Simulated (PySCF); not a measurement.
Fill in the blanks.

C₅H₅N.
SMILES: `c1ccncc1`

```tsv
property	level	value
point group	PBE0-D3(BJ)/def2-SVP	C2v
rotational constants A, B, C	PBE0-D3(BJ)/def2-SVP	?
dipole moment	wB97X-D/def2-SVPD	?
HOMO energy	wB97X-D/def2-SVPD	-9.35 eV
LUMO energy	wB97X-D/def2-SVPD	0.87 eV
lowest singlet excitation	TDDFT wB97X-D/def2-SVPD	5.01 eV (247 nm, f = 0.004)
strongest line among the 10 lowest singlet transitions	TDDFT wB97X-D/def2-SVPD	S6 at 7.51 eV (165 nm, f = 0.528)
lowest triplet excitation (Tamm–Dancoff)	TDA wB97X-D/def2-SVPD	?
static isotropic polarisability	wB97X-D/def2-SVPD	61.9 au
vertical ionisation energy	ΔSCF wB97X-D/def2-SVPD	?
electronic spatial extent ⟨r²⟩ about the centre of nuclear charge	wB97X-D/def2-SVPD	434 bohr²
13C chemical shifts (computed TMS as zero) by class	GIAO PBE0/pcSseg-1	156.1 (2 C), 140.8 (1 C), 128.5 (2 C) ppm
1H chemical shifts (computed TMS as zero) by class	GIAO PBE0/pcSseg-1	8.80 (2 H), 7.70 (1 H), 7.22 (2 H) ppm
isotropic shieldings of nuclei other than C and H, by class	GIAO PBE0/pcSseg-1	?
largest of the computed one-bond spin–spin couplings (means over like bonds)	B3LYP/pcJ-1, spin–dipole term left out for some pairs	13C–1H +186.5 (×2), 13C–1H +170.0 (×2), 13C–1H +168.3, 13C–13C +59.7 (×2), 13C–13C +58.8 (×2), 15N–13C +0.4 (×2) Hz
core binding energies	ΔSCF SCAN, pcX-2 on the ionised atom, pcseg-1 elsewhere, spin-free X2C	C1s 290.7 (×2), C1s 291.0, C1s 291.3 (×2), N1s 404.6 eV
```

The electronic properties come from PySCF, for the isolated species, density fitting. Geometry: PBE0-D3(BJ)/def2-SVP; no solvent, vibrations or thermal averaging.

Question: The rotational constants A, B, C?

Answer: 6.052, 5.836, 2.971 GHz.

Question: Give the vertical ionisation energy.

Answer: 9.58 eV.

Question: The dipole moment?

Answer: 2.29 D.

Question: Give the isotropic shieldings of nuclei other than C and H, by class.

Answer: -98 (1 N) ppm.

Question: The lowest triplet excitation (Tamm–Dancoff)?

Answer: 4.35 eV.

The vertical singlet–triplet gap S1 − T1 is 0.66 eV (TDDFT singlet less Tamm–Dancoff triplet; S1: HOMO→LUMO, weight 0.98; T1: HOMO→LUMO, weight 0.95). The principal polarisabilities are 39.2, 70.7 and 75.9 au; their mean is the isotropic value. With B = h/(8π²I), that is 505.379 GHz u Å² over I, the principal moments of inertia are 83.5, 86.6 and 170.1 u Å² (most abundant isotopes). The ΔSCF ionisation energy exceeds −ε(HOMO) by 0.23 eV with wB97X-D.
